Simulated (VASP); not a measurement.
# BN (P6_3/mmc) in VASP: settings compared

The runs below take BN through band structure, G0W0 quasiparticle levels, with PBE-EpsX, PBE.

Everything below comes from runs of VASP 6.6.1. Logs are shortened: lines on timing, memory, paths and dates and some standing lists are left out, and cuts for length are marked.

## Step 1: The crystal as given

The structure is hexagonal, space group P6_3/mmc (No. 194). Conventional cell: a = 2.507 Å, b = 2.507 Å, c = 6.574 Å, α = 90.00°, β = 90.00°, γ = 120.00°. B (site symmetry -6m2) has 3 N at 1.45 Å as nearest neighbours. Around N (site symmetry -6m2) lie 3 B at 1.45 Å.

## Step 2: Band structure, PBE-EpsX

The input, POSCAR:

```
BN                                      
1.0
    2.5065023622      0.0000000000      0.0000000000
   -1.2532511811      2.1706947204     -0.0000000000
    0.0000000000     -0.0000000000      6.5737408836
  B               N             
     2     2
Direct
     0.3333333332999970    0.6666666667000030    0.2500000000000000
     0.6666666667000030    0.3333333332999970    0.7500000000000000
     0.3333333332999970    0.6666666667000030    0.7500000000000000
     0.6666666667000030    0.3333333332999970    0.2500000000000000
```

The input, INCAR.step1:

```
ALGO     = Normal         # electronic algorithm
EDIFF    = 1E-8           # SCF threshold, eV
ENCUT    = 520            # plane-wave cutoff, eV
GGA      = PE             # functional
ISIF     = 2              # what is computed and relaxed
ISMEAR   = 0              # smearing method
KPAR     = 4            
LASPH    = True           # aspherical terms in the spheres
LCHARG   = False          # write CHGCAR
LEPSILON = True           # dielectric tensor by DFPT
LREAL    = False          # projectors in reciprocal space
LWAVE    = False          # write WAVECAR
NELM     = 80             # most SCF steps
PREC     = Accurate       # precision mode
SIGMA    = 0.03           # smearing width, eV
```

The input, KPOINTS.step1:

```
Automatic mesh
0
G
  12 12 4
  0 0 0
```

The input, INCAR.step2:

```
ALGO     = Normal         # electronic algorithm
EDIFF    = 1E-5           # SCF threshold, eV
ENCUT    = 520            # plane-wave cutoff, eV
GGA      = PE             # functional
ISIF     = 2              # what is computed and relaxed
ISMEAR   = 0              # smearing method
KPAR     = 4            
LASPH    = True           # aspherical terms in the spheres
LCHARG   = False          # write CHGCAR
LREAL    = False          # projectors in reciprocal space
LWAVE    = True           # write WAVECAR
NBANDS   = 16             # bands
NELM     = 80             # most SCF steps
PREC     = Accurate       # precision mode
SIGMA    = 0.03           # smearing width, eV
```

The input, KPOINTS.step2:

```
k-points
0
Gamma
  9 9 3
```

The input, INCAR.step3:

```
AEXX     = 0.2435         # exact-exchange fraction
ALGO     = Normal         # electronic algorithm
EDIFF    = 1E-7           # SCF threshold, eV
ENCUT    = 520            # plane-wave cutoff, eV
GGA      = PE             # functional
HFRCUT   = -1           
ISIF     = 2              # what is computed and relaxed
ISMEAR   = 0              # smearing method
ISTART   = 1            
KPAR     = 4            
LASPH    = True           # aspherical terms in the spheres
LCHARG   = False          # write CHGCAR
LHFCALC  = True           # exact exchange
LREAL    = False          # projectors in reciprocal space
LWAVE    = False          # write WAVECAR
NBANDS   = 16             # bands
NELM     = 80             # most SCF steps
PREC     = Accurate       # precision mode
PRECFOCK = Fast         
SIGMA    = 0.03           # smearing width, eV
```

The input, KPOINTS.step3:

```
k-points
0
Gamma
  9 9 3
```

The input, KPOINTS_OPT:

```
explicit points
6
Reciprocal
 0.0000000000  0.0000000000  0.0000000000 1
 0.0000000000  0.0000000000  0.5000000000 1
 0.3333333333  0.3333333333  0.5000000000 1
 0.3333333333  0.3333333333  0.0000000000 1
 0.5000000000  0.0000000000  0.5000000000 1
 0.5000000000  0.0000000000  0.0000000000 1
```

Potentials or basis: VASP PAW PBE potentials, release 64 (B, N).

Run with:

```console
$ cat potpaw_PBE.64/B/POTCAR potpaw_PBE.64/N/POTCAR > POTCAR
$ cp INCAR.step1 INCAR
$ cp KPOINTS.step1 KPOINTS
$ mpirun -np 4 vasp_std > vasp.out
$ cp INCAR.step2 INCAR
$ cp KPOINTS.step2 KPOINTS
$ mpirun -np 4 vasp_std > vasp.out
$ cp INCAR.step3 INCAR
$ cp KPOINTS.step3 KPOINTS
$ mpirun -np 4 vasp_std > vasp.out
```

OUTCAR:

```text
AEXX = 0.2435
   EDIFF = 1E-7
   ENCUT = 520
   GGA = PE
   ISIF = 2
   ISMEAR = 0
   ISTART = 1
   LASPH = True
   LHFCALC = True
   LREAL = False
   NELM = 80
   PREC = Accurate
   PRECFOCK = Fast

 ion  position               nearest neighbor table
   1  0.333  0.667  0.250-   4 1.45   4 1.45   4 1.45
   2  0.667  0.333  0.750-   3 1.45   3 1.45   3 1.45
   3  0.333  0.667  0.750-   2 1.45   2 1.45   2 1.45
   4  0.667  0.333  0.250-   1 1.45   1 1.45   1 1.45

  LATTYP: Found a hexagonal cell.
 ALAT       =     2.5065023622
 C/A-ratio  =     2.6226749205

  Lattice vectors:

 A1 = (   2.5065023622,   0.0000000000,   0.0000000000)
 A2 = (  -1.2532511811,   2.1706947204,   0.0000000000)
 A3 = (   0.0000000000,   0.0000000000,   6.5737408836)

Analysis of symmetry for initial positions (statically):
=====================================================================
 Subroutine PRICEL returns:
 Original cell was already a primitive cell.

 Routine SETGRP: Setting up the symmetry group for a
 hexagonal supercell.

 Subroutine GETGRP returns: Found 24 space group operations
 (whereof 12 operations were pure point group operations)
 out of a pool of 24 trial point group operations.

The static configuration has the point symmetry D_3d.
 The point group associated with its full space group is D_6h.

Analysis of symmetry for dynamics (positions and initial velocities):
=====================================================================
 Subroutine PRICEL returns:
 Original cell was already a primitive cell.

 Routine SETGRP: Setting up the symmetry group for a
 hexagonal supercell.

 Subroutine GETGRP returns: Found 24 space group operations
 (whereof 12 operations were pure point group operations)
 out of a pool of 24 trial point group operations.

The dynamic configuration has the point symmetry D_3d.
 The point group associated with its full space group is D_6h.

 Subroutine INISYM returns: Found 24 space group operations
 (whereof 12 operations are pure point group operations),
 and found     1 'primitive' translations

----------------------------------------------------------------------------------------

                                     Primitive cell

  volume of cell :      35.7667

  direct lattice vectors                    reciprocal lattice vectors
     2.506502362  0.000000000  0.000000000     0.398962321  0.230341003  0.000000000
    -1.253251181  2.170694720  0.000000000     0.000000000  0.460682007  0.000000000
     0.000000000  0.000000000  6.573740884     0.000000000  0.000000000  0.152120386

  length of vectors
     2.506502362  2.506502362  6.573740884     0.460682007  0.460682007  0.152120386

  position of ions in fractional coordinates (direct lattice)
     0.333333333  0.666666667  0.250000000
     0.666666667  0.333333333  0.750000000
     0.333333333  0.666666667  0.750000000
     0.666666667  0.333333333  0.250000000

  ion indices of the primitive-cell ions
   primitive index   ion index
                 1           1
                 2           2
                 3           3
                 4           4

----------------------------------------------------------------------------------------

 KPOINTS: k-points

Automatic generation of k-mesh.
 Grid dimensions read from file:
 generate k-points for:    9    9    3

 Generating k-lattice:

  Cartesian coordinates                     Fractional coordinates (reciprocal lattice)
     0.044329147  0.025593445  0.000000000     0.111111111  0.000000000  0.000000000
     0.000000000  0.051186890  0.000000000     0.000000000  0.111111111  0.000000000
     0.000000000  0.000000000  0.050706795     0.000000000  0.000000000  0.333333333

  Length of vectors
     0.051186890  0.051186890  0.050706795

  Shift w.r.t. Gamma in fractional coordinates (k-lattice)
     0.000000000  0.000000000  0.000000000

 Subroutine IBZKPT returns following result:
 ===========================================

 Found     24 irreducible k-points:

 Following reciprocal coordinates:
            Coordinates               Weight
  0.000000  0.000000  0.000000      1.000000
  0.111111  0.000000  0.000000      6.000000
  0.222222  0.000000  0.000000      6.000000
  0.333333  0.000000  0.000000      6.000000
  0.444444  0.000000  0.000000      6.000000
  0.111111  0.111111  0.000000      6.000000
[... 16 lines left out ...]
  0.333333  0.222222  0.333333     24.000000
  0.333333  0.333333  0.333333      4.000000
   k-points           NKPTS =     24   k-points in BZ     NKDIM =    243   number of bands    NBANDS=     16
   number of dos      NEDOS =    301   number of ions     NIONS =      4
   total plane-waves  NPLWV =  20000
   dimension x,y,z NGX =    20 NGY =   20 NGZ =   50
   dimension x,y,z NGXF=    40 NGYF=   40 NGZF=  100
   ions per type =               2   2
   NGX,Y,Z   is equivalent  to a cutoff of  13.27, 13.27, 12.64 a.u.
   NGXF,Y,Z  is equivalent  to a cutoff of  26.53, 26.53, 25.29 a.u.
 SYSTEM =  unknown system
   PREC   = accura    normal or accurate (medium, high low for compatibility)
   ISTART =      1    job   : 0-new  1-cont  2-samecut
   ICHARG =      0    charge: 1-file 2-atom 10-const
   ISPIN  =      1    spin polarized calculation?
   LNONCOLLINEAR =      F non collinear calculations
   LSORBIT =      F    spin-orbit coupling
   LASPH  =      T    aspherical Exc in radial PAW
   ENCUT  =  520.0 eV  38.22 Ry    6.18 a.u.   4.66  4.66 12.22*2*pi/ulx,y,z
   NELM   =     80;   NELMIN=  2; NELMDL=  0     # of ELM steps
   EDIFF  = 0.1E-06   stopping-criterion for ELM
   LREAL  =      F    real-space projection
   EDIFFG = 0.1E-05   stopping-criterion for IOM
   NSW    =      0    number of steps for IOM
   IBRION =     -1    ionic relax: 0-MD 1-quasi-New 2-CG
   NFREE  =      0    steps in history (QN), initial steepest desc. (CG)
   ISIF   =      2    stress and relaxation
   ISYM   =      3    0-nonsym 1-usesym 2-fastsym
   POTIM  = 0.5000    time-step for ionic-motion
   TEBEG  =    0.0;   TEEND  =   0.0 temperature during run
   PSTRESS=    0.0 pullay stress
   NELECT =      16.0000    total number of electrons
   NUPDOWN=      -1.0000    fix difference up-down
   EMIN   =  10.00;   EMAX   =-10.00  energy-range for DOS
   EFERMI =   0.00;   METHOD = LEGACY
   ISMEAR =     0;   SIGMA  =   0.03  broadening in eV -4-tet -1-fermi 0-gaus
   EFERMI_NEDOS =   21; number of points for ismear=-14 and -15
   IALGO  =     38    algorithm
   IMIX   =      1    mixing-type and parameters
     AMIX     =   0.40;   BMIX     =  1.00
     AMIX_MAG =   1.60;   BMIX_MAG =  1.00
  volume/ion in A,a.u.               =       8.94        60.34
  Fermi-wavevector in a.u.,A,eV,Ry     =   1.252050  2.366031 21.328890  1.567629
  Thomas-Fermi vector in A             =   2.385969
   LORBIT       =      0    0 simple, 1 ext, 2 COOP (PROOUT), +10 PAW based schemes
   GGA     = PE    functional components
   LHFCALC =     T    Hartree Fock is set to
   PRECFOCK=fast      Normal, Fast or Accurate (Low or Medium for compatibility)
   ENCUT4O =  -1.0   cutoff for four orbital integrals eV
   NKREDX  =     1    reduce k-point grid by
   NKREDY  =     1    reduce k-point grid by
   NKREDZ  =     1    reduce k-point grid by
   AEXX    =    0.2435 exact exchange contribution
   HFSCREEN=    0.0000 screening length (either q_TF or 0.3 A-1)
   HFSCREENC=   0.0000 screening length for correlation (either q_TF or 0.3 A-1)
   ENCUTFOCK=  -1.0 apply spherical cutoff to Coloumb kernel
   IVDW    =     0    specifies the selected vdW correction
   LEPSILON=     F    determine dielectric tensor
   LRPA    =     F    only Hartree local field effects (RPA)
 non-spin polarized calculation
 Gauss-broadening in eV      SIGMA  =   0.03
  energy-cutoff  :      520.00
  volume of cell :       35.77
 maximum number of plane-waves:       985
 NGX is ok and might be reduce to    20
  NGX = 12; NGY = 12; NGZ = 32

 number of electron      15.9999997 magnetization

 Free energy of the ion-electron system (eV)
  ---------------------------------------------------
  ext. energy  EPLUGINS =         0.00000000
  ---------------------------------------------------
  free energy    TOTEN  =       -42.47050217 eV

  energy without entropy =      -42.47050217  energy(sigma->0) =      -42.47050217

 E-fermi :   1.2891     XC(G=0):  -8.0396

 val. band max:        1.1507090594   @ k =   0.3333   0.3333   0.3333
 cond. band min:       7.5757779936   @ k =   0.4444   0.1111   0.0000
 fundamental gap:      6.4250689342
 Fermi energy:         1.2891040146

 k-point     1 :       0.0000    0.0000    0.0000
  band No.  band energies     occupation
      1     -18.4084      2.00000
      2     -18.0713      2.00000
      3      -5.6811      2.00000
      4      -3.2447      2.00000
      5      -0.4069      2.00000
      6      -0.4069      2.00000
[... 8 lines left out ...]
     15      15.9572      0.00000
     16      17.1224      0.00000

 k-point     2 :       0.1111    0.0000    0.0000
  band No.  band energies     occupation
      1     -18.1473      2.00000
      2     -17.8195      2.00000
      3      -5.3184      2.00000
      4      -2.9192      2.00000
      5      -1.4475      2.00000
      6      -1.4025      2.00000
[... 8 lines left out ...]
     15      16.3959      0.00000
     16      16.8256      0.00000

 k-point     3 :       0.2222    0.0000    0.0000
  band No.  band energies     occupation
      1     -17.3919      2.00000
      2     -17.0931      2.00000
      3      -4.2449      2.00000
      4      -3.8457      2.00000
      5      -3.7769      2.00000
      6      -1.9773      2.00000
[... 8 lines left out ...]
     15      19.0643      0.00000
     16      19.2067      0.00000
[... 362 lines left out ...]
 k-point    23 :       0.3333    0.2222    0.3333
  band No.  band energies     occupation
      1     -14.6683      2.00000
      2     -14.6174      2.00000
      3      -7.8079      2.00000
      4      -7.7623      2.00000
      5      -5.6029      2.00000
      6      -5.5605      2.00000
[... 8 lines left out ...]
     15      19.3735      0.00000
     16      20.3762      0.00000

 k-point    24 :       0.3333    0.3333    0.3333
  band No.  band energies     occupation
      1     -14.2888      2.00000
      2     -14.2888      2.00000
      3      -7.5064      2.00000
      4      -7.4132      2.00000
      5      -6.7869      2.00000
      6      -6.7869      2.00000
[... 8 lines left out ...]
     15      20.9938      0.00000
     16      21.5369      0.00000

------------------------ aborting loop because EDIFF is reached ----------------------------------------

  FORCE on cell =-STRESS in cart. coord.  units (eV):
  Direction    XX          YY          ZZ          XY          YZ          ZX
  --------------------------------------------------------------------------------------
  -------------------------------------------------------------------------------------
  Total       -0.9483242     -0.9483242      0.5360691      0.0000000     -0.0000000     -0.0000000
  in kB      -42.4803384    -42.4803384     24.0133030      0.0000000     -0.0000000     -0.0000000
  external PRESSURE =     -20.3157913 kB  Pullay stress =       0.0000000 kB

 VOLUME and BASIS-vectors are now :
 -----------------------------------------------------------------------------
  energy-cutoff  :      520.00
  volume of cell :       35.77
      direct lattice vectors                 reciprocal lattice vectors
     2.506502362  0.000000000  0.000000000     0.398962321  0.230341003  0.000000000
    -1.253251181  2.170694720  0.000000000     0.000000000  0.460682007  0.000000000
     0.000000000  0.000000000  6.573740884     0.000000000  0.000000000  0.152120386

 POSITION                                       TOTAL-FORCE (eV/Angst)
 -----------------------------------------------------------------------------------
     -0.00000      1.44713      1.64344        -0.000000     -0.000000     -0.000000
      1.25325      0.72356      4.93031         0.000000      0.000000      0.000000
     -0.00000      1.44713      4.93031        -0.000000     -0.000000      0.000000
      1.25325      0.72356      1.64344         0.000000      0.000000      0.000000
 -----------------------------------------------------------------------------------
    total drift:                                0.000000      0.000000     -0.000000

  FREE ENERGIE OF THE ION-ELECTRON SYSTEM (eV)
  ---------------------------------------------------
  free  energy   TOTEN  =       -42.4705021725 eV

  energy  without entropy=      -42.4705021725  energy(sigma->0) =      -42.47050217
```

It took 4.2 min on 4 MPI ranks of Intel Xeon 6975P-C (Granite Rapids), shared host; peak memory 0.27 GiB.

Results:

```
Free energy             : -42.4705 eV
Pressure                : -2.0 GPa
Band gap on the k mesh  : 6.43 eV, indirect (least direct gap 6.72 eV)
Band gap along the path : 6.26 eV, indirect (least direct gap 6.71 eV)
```

Stress tensor (GPa, compression positive):
```
-4.25  0.00  0.00
 0.00 -4.25  0.00
 0.00  0.00  2.40
```

Caveat: the PAW data sets were made with another functional, which shifts forces and pressure a little; the mesh misses the band edges, which the band path finds closer together.

[end of part 1 of 2]
